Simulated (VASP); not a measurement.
Input of a VASP 6.6.1 run:

Contents of POSCAR:

```
Ge
1.0
    0.0000000000      2.8085000000      2.8085000000
    2.8085000000      0.0000000000      2.8085000000
    2.8085000000      2.8085000000      0.0000000000
Ge
2
Direct
    0.0000000000      0.0000000000      0.0000000000
    0.2500000000      0.2500000000      0.2500000000
```

INCAR.step1

```
PREC = Accurate
ENCUT = 600
EDIFF = 1E-8
ISMEAR = -1
SIGMA = 0.03
LREAL = False
LASPH = True
NELM = 80
ALGO = Normal
ISIF = 2
LWAVE = False
LCHARG = False
GGA = CA
KPAR = 2
IBRION = 2
NSW = 40
EDIFFG = -0.002
```

Contents of INCAR.step2:

```
PREC = Accurate
ENCUT = 600
EDIFF = 1E-8
ISMEAR = -1
SIGMA = 0.03
LREAL = False
LASPH = True
NELM = 80
ALGO = Normal
ISIF = 2
LWAVE = False
LCHARG = False
GGA = CA
KPAR = 2
IBRION = 6
NFREE = 2
POTIM = 0.015
NSW = 1
```

KPOINTS

```
regular mesh
0
Gamma
  32 32 32
```

Potentials or basis: VASP PAW LDA potentials, release 64 (Ge_d).

Launch:

```sh
$ cat potpaw_LDA.64/Ge_d/POTCAR > POTCAR
$ cp INCAR.step1 INCAR
$ mpirun -np 2 vasp_std > vasp.out
$ cp CONTCAR POSCAR
$ cp INCAR.step2 INCAR
$ mpirun -np 2 vasp_std > vasp.out
```

What does it give for the highest phonon frequency at Γ?

295 cm⁻¹.

Phonon frequencies in cm⁻¹ (negative: imaginary):
```
              q point        frequencies
(0.000, 0.000, 0.000)  0 0 0 295 295 295
```
